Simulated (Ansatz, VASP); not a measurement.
Ge in VASP and in Ansatz

INCAR

```
ALGO = Normal
EDIFF = 1E-7
EDIFFG = -0.01
ENCUT = 600
GGA = RP
IBRION = 2
ISIF = 3
ISMEAR = -1
LASPH = True
LCHARG = False
LREAL = False
LWAVE = False
NELM = 60
NSW = 40
PREC = Accurate
SIGMA = 0.05
```

File KPOINTS:

```
k-points
0
Gamma
  8 8 8
```

The input POSCAR:

```
Ge
1.0
    0.0000000000      2.8289100000      2.8289100000
    2.8289100000      0.0000000000      2.8289100000
    2.8289100000      2.8289100000      0.0000000000
Ge
2
Direct
    0.7500000000      0.7500000000      0.7500000000
    0.5000000000      0.5000000000      0.5000000000
```

The input input.yaml:

```yaml
crystal:
  lattice:
    - [0.0, 2.82891, 2.82891]
    - [2.82891, 0.0, 2.82891]
    - [2.82891, 2.82891, 0.0]
  atoms:
    - { symbol: Ge, position: [0.75, 0.75, 0.75] }
    - { symbol: Ge, position: [0.5, 0.5, 0.5] }
hamiltonian:
  xc: rpbe
  pseudopotentials: { kind: paw }
kpoints:
  mp_grid: { grid: [8, 8, 8] }
scf:
  occupations: { method: fermi_dirac, width: 0.05 }
output:
  forces: true
  stress: true
relax:
  f_tol: 0.01
  max_steps: 40
  cell: { stress_tol: 0.05 }
```

Alike in both runs: task relaxation of cell and atoms; functional RPBE; k mesh 8 × 8 × 8; occupations fermi-dirac, width 0.05 eV; no spin polarisation.

|  | VASP | Ansatz |
| --- | --- | --- |
| version | VASP 6.6.1 | Ansatz 0.2.0 |
| potentials or method | VASP PAW PBE potentials, release 64 (Ge_d) | Ansatz PAW |
| plane-wave cutoff (eV) | 600 | 420 |
| valence electrons in the cell | 28 | 28 |

Ansatz gave:

```
relaxed volume (Å³/atom)                                     : 24.59
relaxed cell length with the largest relative difference (Å) : 4.112
energy change over the relaxation (meV/atom)                 : -31
```

Task: What did VASP give for the same quantities?

Result: Relaxed volume (Å³/atom): 24.56; relaxed cell length with the largest relative difference (Å): 4.111; energy change over the relaxation (meV/atom): -30.

Caveats: the PAW data sets were made with another functional, which shifts forces and pressure a little (VASP); the plane-wave basis is chosen anew once the cell has moved, so the energies of steps on either side of that aren't comparable (Ansatz); the PAW data sets come from PBE, with cores solved anew for the run's functional, which leaves a small shift of forces and pressure (Ansatz). Zero-point motion and thermal expansion aren't in these numbers.
